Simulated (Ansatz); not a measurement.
# Hf2S (P6_3/mmc) in Ansatz: further runs

The runs below take Hf2S through band structure, density of states, with PBEsol.

Everything below comes from runs of Ansatz 0.2.0. Logs are shortened: lines on timing, memory, paths and dates and some standing lists are left out, and cuts for length are marked.

## (1) The crystal as given

Symmetry: P6_3/mmc, No. 194, hexagonal system. The conventional cell has a = 3.374 Å, b = 3.374 Å, c = 11.717 Å, α = 90.00°, β = 90.00°, γ = 120.00°. Around Hf (site symmetry 3m) lie 3 S at 2.62 Å. Around S (site symmetry -6m2) lie 6 Hf at 2.62 Å.

The cell comes from a database or a generator and needn't be the stable form of this composition.

## (2) Band structure, PBEsol, spin-orbit coupling, no magnetisation

File input.yaml:

```yaml
crystal:
  lattice:
    - [3.3742737662, 0.0, 0.0]
    - [-1.6871368831, 2.9222068008, 0.0]
    - [0.0, 0.0, 11.71740703]
  atoms:
    - { symbol: Hf, position: [0.3333333333, 0.6666666667, 0.10018836] }
    - { symbol: Hf, position: [0.6666666667, 0.3333333333, 0.60018836] }
    - { symbol: Hf, position: [0.3333333333, 0.6666666667, 0.39981164] }
    - { symbol: Hf, position: [0.6666666667, 0.3333333333, 0.89981164] }
    - { symbol: S, position: [0.0, 0.0, 0.25] }
    - { symbol: S, position: [0.0, 0.0, 0.75] }
hamiltonian:
  xc: pbesol
  pseudopotentials: { kind: paw_fr }
magnetization:
  noncollinear: true
  spin_orbit: true
kpoints:
  mp_grid: { grid: [9, 9, 3] }
  band_path:
    path:
      - [[0.0, 0.0, 0.0], [0.5, 0.0, 0.0], [0.3333333333, 0.3333333333, 0.0], [0.0, 0.0, 0.0], [0.0, 0.0, 0.5], [0.5, 0.0, 0.5], [0.3333333333, 0.3333333333, 0.5], [0.0, 0.0, 0.5]]
      - [[0.5, 0.0, 0.5], [0.5, 0.0, 0.0]]
      - [[0.3333333333, 0.3333333333, 0.0], [0.3333333333, 0.3333333333, 0.5]]
    npoints: 14
scf:
  occupations: { method: fermi_dirac, width: 0.05 }
  n_extra_bands: 15
output:
  forces: true
  stress: true
  eigenvalues: true
  fatbands: false
```

Potentials or basis: Ansatz PAW.

Run with:

```console
> ansatz run input.yaml --threads 2 --pin off --max-ram 5632MiB --backend cpu --events-out ev --progress --plain --runs-dir out
```

The program printed:

```text
Warning: RAYON_NUM_THREADS=2 ignored (pool sized by the plan → 2); use --threads N
[... 87 lines left out ...]
  k-point 1: bands = ["-43.7357", "-43.7357", "-43.7342", "-43.7342", "-43.6874", "-43.6874", "-43.6859", "-43.6859", "-18.1018", "-18.1018", "-18.0928", "-18.0928", "-17.9556", "-17.9556", "-17.9469", "-17.9469", "-10.5928", "-10.5928", "-10.5437", "-10.5437", "-10.1793", "-10.1793", "-10.1748", "-10.1748", "-10.1732", "-10.1732", "-10.1187", "-10.1187", "-10.0566", "-10.0566", "-10.0502", "-10.0502", "2.9648", "2.9648", "3.0275", "3.0275", "5.3523", "5.3523", "5.3528", "5.3528", "5.3550", "5.3550", "5.3556", "5.3556", "5.3557", "5.3557", "5.3563", "5.3563", "5.3613", "5.3613", "5.3614", "5.3614", "5.3782", "5.3782", "5.3785", "5.3785", "5.3834", "5.3834", "5.3840", "5.3840", "7.0778", "7.0778", "7.0810", "7.0810", "7.0880", "7.0880", "7.0889", "7.0889", "7.0953", "7.0953", "7.0953", "7.0953", "7.0981", "7.0981", "7.1000", "7.1000", "7.1077", "7.1077", "7.1079", "7.1079", "7.1083", "7.1083", "7.1120", "7.1120", "7.1320", "7.1320", "7.1327", "7.1327", "7.1367", "7.1367", "7.1376", "7.1376", "10.6272", "10.6272", "11.0791", "11.0791", "14.1754", "14.1754", "14.8770", "14.8770", "14.9463", "14.9463", "14.9464", "14.9464", "15.0027", "15.0027", "15.0466", "15.0466", "16.9404", "16.9404", "17.4494", "17.4494", "18.5543", "18.5543", "18.6001", "18.6001", "18.7572", "18.7572", "18.8815", "18.8815", "19.2339", "19.2339", "19.4674", "19.4674", "19.6038", "19.6038", "20.1337", "20.1337", "20.1576", "20.1576", "20.3567"]
  k-point 2: bands = ["-43.7331", "-43.7331", "-43.7301", "-43.7301", "-43.6874", "-43.6874", "-43.6844", "-43.6844", "-18.1097", "-18.1097", "-18.0923", "-18.0923", "-17.9725", "-17.9725", "-17.9557", "-17.9557", "-10.6082", "-10.6082", "-10.5118", "-10.5118", "-10.2683", "-10.2683", "-10.2186", "-10.2186", "-10.1662", "-10.1662", "-10.1084", "-10.1084", "-10.0823", "-10.0823", "-10.0767", "-10.0767", "3.0567", "3.0567", "3.1580", "3.1580", "5.3527", "5.3527", "5.3538", "5.3538", "5.3547", "5.3547", "5.3552", "5.3552", "5.3561", "5.3561", "5.3575", "5.3575", "5.3613", "5.3613", "5.3615", "5.3615", "5.3782", "5.3782", "5.3787", "5.3787", "5.3831", "5.3831", "5.3843", "5.3843", "7.0786", "7.0786", "7.0852", "7.0852", "7.0881", "7.0881", "7.0909", "7.0909", "7.0931", "7.0931", "7.0951", "7.0951", "7.0999", "7.0999", "7.1028", "7.1028", "7.1042", "7.1042", "7.1084", "7.1084", "7.1089", "7.1089", "7.1129", "7.1129", "7.1302", "7.1302", "7.1316", "7.1316", "7.1348", "7.1348", "7.1365", "7.1365", "10.7053", "10.7053", "11.5465", "11.5465", "13.6338", "13.6338", "14.3130", "14.3130", "14.7192", "14.7192", "14.7794", "14.7794", "14.9834", "14.9834", "15.5354", "15.5354", "16.4302", "16.4302", "17.5350", "17.5350", "18.4283", "18.4283", "18.5176", "18.5176", "18.7037", "18.7037", "18.9378", "18.9378", "19.0966", "19.0966", "19.1884", "19.1884", "19.5936", "19.5936", "20.1809", "20.1809", "20.4933", "20.4933", "20.7608"]
  k-point 23: bands = ["-43.6923", "-43.6923", "-43.6923", "-43.6923", "-43.6894", "-43.6894", "-43.6894", "-43.6894", "-18.1117", "-18.1117", "-18.1083", "-18.1083", "-18.1007", "-18.1007", "-18.0957", "-18.0957", "-10.6029", "-10.6029", "-10.5720", "-10.5720", "-10.4481", "-10.4481", "-10.4304", "-10.4304", "-10.4231", "-10.4231", "-10.3533", "-10.3533", "-10.2502", "-10.2502", "-10.2139", "-10.2139", "4.1633", "4.1633", "4.2525", "4.2525", "5.3516", "5.3516", "5.3562", "5.3562", "5.3580", "5.3580", "5.3585", "5.3585", "5.3597", "5.3597", "5.3598", "5.3598", "5.3694", "5.3694", "5.3782", "5.3782", "5.3789", "5.3789", "5.3790", "5.3790", "5.3971", "5.3971", "5.4157", "5.4157", "7.0826", "7.0826", "7.0936", "7.0936", "7.0956", "7.0956", "7.0981", "7.0981", "7.0996", "7.0996", "7.1001", "7.1001", "7.1052", "7.1052", "7.1066", "7.1066", "7.1068", "7.1068", "7.1077", "7.1077", "7.1197", "7.1197", "7.1254", "7.1254", "7.1280", "7.1280", "7.1316", "7.1316", "7.1318", "7.1318", "7.1456", "7.1456", "11.7797", "11.7797", "11.8899", "11.8899", "12.0010", "12.0010", "12.0343", "12.0343", "12.6550", "12.6550", "12.8509", "12.8509", "16.5397", "16.5397", "16.6580", "16.6580", "16.9806", "16.9806", "17.1614", "17.1614", "17.3962", "17.3962", "17.5850", "17.5850", "18.3656", "18.3656", "18.5575", "18.5575", "20.3209", "20.3209", "20.6946", "20.6946", "21.0984", "21.0984", "21.2311", "21.2311", "21.5704", "21.5704", "21.5923"]
```

It took 79 s on 2 threads of AMD EPYC 9R45 (Zen 5), shared host; peak memory 2.1 GiB.

What came out:

- Free energy: -64241.4064 eV
- Pressure: -3.2 GPa
- Largest force: 0.155 eV/Å
- Band gap on the k mesh: none (metal or under the smearing width)

Forces on the atoms (eV/Å):
```
Hf   0.000  0.000  0.155
Hf   0.000  0.000  0.155
Hf   0.000  0.000 -0.155
Hf   0.000  0.000 -0.155
S    0.000  0.000  0.000
S    0.000  0.000  0.000
```

Stress tensor (GPa, compression positive):
```
-3.45  0.00  0.00
 0.00 -3.45  0.00
 0.00  0.00 -2.60
```

Levels at the corners of the path, in eV from the Fermi level:
```csv
point,band 112,band 113,band 114,band 115,band 116,band 117,band 118,band 119,band 120,band 121
Γ,-0.16,-0.08,-0.08,0.29,0.29,0.32,0.32,0.52,0.52,0.67
M,-1.34,-1.27,-1.27,-0.81,-0.81,-0.51,-0.51,0.77,0.77,1.02
K,-1.10,-1.03,-1.03,-0.87,-0.87,-0.02,-0.02,0.18,0.18,1.84
Γ,-0.16,-0.08,-0.08,0.29,0.29,0.32,0.32,0.52,0.52,0.67
A,-1.19,0.21,0.21,0.21,0.21,0.45,0.45,0.45,0.45,1.37
L,-1.79,-1.06,-1.06,-1.06,-1.06,0.29,0.29,0.29,0.29,1.37
H,-1.20,-0.93,-0.93,-0.73,-0.73,0.04,0.04,0.22,0.22,2.06
A,-1.19,0.21,0.21,0.21,0.21,0.45,0.45,0.45,0.45,1.37
L,-1.79,-1.06,-1.06,-1.06,-1.06,0.29,0.29,0.29,0.29,1.37
M,-1.34,-1.27,-1.27,-0.81,-0.81,-0.51,-0.51,0.77,0.77,1.02
K,-1.10,-1.03,-1.03,-0.87,-0.87,-0.02,-0.02,0.18,0.18,1.84
H,-1.20,-0.93,-0.93,-0.73,-0.73,0.04,0.04,0.22,0.22,2.06
```

Caveat: the PAW data sets come from PBE, with cores solved anew for the run's functional, which leaves a small shift of forces and pressure.

## (3) Density of states, PBEsol

File input.yaml:

```yaml
crystal:
  lattice:
    - [3.3742737662, 0.0, 0.0]
    - [-1.6871368831, 2.9222068008, 0.0]
    - [0.0, 0.0, 11.71740703]
  atoms:
    - { symbol: Hf, position: [0.3333333333, 0.6666666667, 0.10018836] }
    - { symbol: Hf, position: [0.6666666667, 0.3333333333, 0.60018836] }
    - { symbol: Hf, position: [0.3333333333, 0.6666666667, 0.39981164] }
    - { symbol: Hf, position: [0.6666666667, 0.3333333333, 0.89981164] }
    - { symbol: S, position: [0.0, 0.0, 0.25] }
    - { symbol: S, position: [0.0, 0.0, 0.75] }
hamiltonian:
  xc: pbesol
  pseudopotentials: { kind: paw }
kpoints:
  mp_grid: { grid: [8, 8, 2] }
scf:
  occupations: { method: fermi_dirac, width: 0.05 }
  n_extra_bands: 15
output:
  forces: true
  stress: true
  eigenvalues: true
  dos: { projected: false, de: 0.05, nscf_kmesh: { grid: [12, 12, 3] } }
  write_density: true
  write_potential: true
  elf: true
  volumetric_format: npy
```

Potentials or basis: Ansatz PAW.

Run with:

```console
> ansatz run input.yaml --threads 2 --pin off --max-ram 5632MiB --backend cpu --events-out ev --progress --plain --runs-dir out
```

It took 2.7 s on 2 threads of AMD EPYC 9R45 (Zen 5), shared host; peak memory 0.6 GiB.

It converged, with:

```yaml
Free_energy: -64168.5248 eV
Pressure: -2.9 GPa
Largest_force: 0.175 eV/Å
Band_gap_on_the_k_mesh: none (metal or under the smearing width)
Density_of_states_at_the_Fermi_level: 2.46 states/eV per cell
```

Forces on the atoms (eV/Å):
```
Hf   0.000  0.000  0.175
Hf   0.000  0.000  0.175
Hf   0.000  0.000 -0.175
Hf   0.000  0.000 -0.175
S    0.000  0.000  0.000
S    0.000  0.000  0.000
```

Stress tensor (GPa, compression positive):
```
-3.15  0.00  0.00
 0.00 -3.15  0.00
 0.00  0.00 -2.26
```

Levels at points of the mesh, in eV from the Fermi level:
| k point | band 55 | band 56 | band 57 | band 58 | band 59 | band 60 | band 61 | band 62 |
| --- | --- | --- | --- | --- | --- | --- | --- | --- |
| (0.00, 0.00, 0.00) | -1.59 | -0.18 | -0.07 | 0.38 | 0.38 | 0.47 | 0.47 | 0.74 |
| (0.00, 0.00, -0.50) | -1.20 | -1.20 | 0.32 | 0.32 | 0.32 | 0.32 | 1.36 | 1.36 |
| (0.00, -0.50, 0.00) | -1.85 | -1.38 | -1.27 | -0.81 | -0.52 | 0.76 | 1.00 | 2.43 |
| (0.00, -0.50, -0.50) | -1.81 | -1.81 | -1.07 | -1.07 | 0.30 | 0.30 | 1.32 | 1.32 |

States per cell in windows of 1 eV (zero at the Fermi level; states under -8 eV left out):
```
from (eV)  total
     -8.0   1.25
     -7.0   3.44
     -6.0   3.76
     -5.0   2.51
     -4.0   1.62
     -3.0   3.15
     -2.0   5.14
     -1.0   3.08
      0.0   5.21
      1.0   3.81
      2.0   5.33
      3.0   5.12
      4.0   7.08
      5.0   3.49
      6.0   0.01
      7.0   0.00
```

Caveat: the PAW data sets come from PBE, with cores solved anew for the run's functional, which leaves a small shift of forces and pressure; the density of states is complete only up to the lowest level of the last band computed.
